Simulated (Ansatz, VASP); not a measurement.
# Two plane-wave programs on Ba

The input INCAR:

```
ALGO = Normal ; EDIFF = 1E-6
ENCUT = 520 ; GGA = RE
ISIF = 2 ; ISMEAR = -1
LASPH = T ; LCHARG = T
LELF = T ; LREAL = F
LVHAR = T ; LWAVE = F
NBANDS = 11 ; NELM = 80
PREC = Accurate ; SIGMA = 0.1
```

File KPOINTS:

```
k-points
0
Gamma
  9 9 9
```

Contents of POSCAR:

```
Ba
1.0
    4.1998318073      0.0000000000      0.0000000000
    0.0000000000      4.1998318073      0.0000000000
    0.0000000000      0.0000000000      4.1998318073
Ba
1
Direct
    0.0000000000      0.0000000000      0.0000000000
```

Input for Ansatz:

```yaml
crystal:
  lattice:
    - [4.1998318073, 0.0, 0.0]
    - [0.0, 4.1998318073, 0.0]
    - [0.0, 0.0, 4.1998318073]
  atoms:
    - { symbol: Ba, position: [0.0, 0.0, 0.0] }
hamiltonian:
  xc: revpbe
  pseudopotentials:
    kind: paw
    azcp:
      Ba: "pseudopotentials/Ba.paw.azcp"
basis:
  ecutwfc: 420
  fft_grid_basis: typed
kpoints:
  mp_grid: { grid: [9, 9, 9], shift: [0, 0, 0] }
magnetization:
  spin_polarized: false
scf:
  occupations: { method: fermi_dirac, width: 0.1 }
  lower_state_search: "off"
output:
  stress: true
```

Alike in both runs: task single point; functional revPBE; k mesh 9 × 9 × 9; occupations fermi-dirac, width 0.1 eV; no spin polarisation.

```csv
,VASP,Ansatz
version,VASP 6.6.1,Ansatz 0.2.0
potentials or method,"VASP PAW PBE potentials, release 64 (Ba_sv)","plane waves (420 eV) with PAW, scalar-relativistic"
plane-wave cutoff (eV),520,420
valence electrons in the cell,10,10
```

|  | VASP | Ansatz | Ansatz less VASP |
| --- | --- | --- | --- |
| pressure (GPa) | -0.5 | -0.6 | -0.04 |

Caveats: the PAW data sets were made with another functional, which shifts forces and pressure a little (VASP). The runs have no spin-orbit coupling, so splittings on Ba are missing.
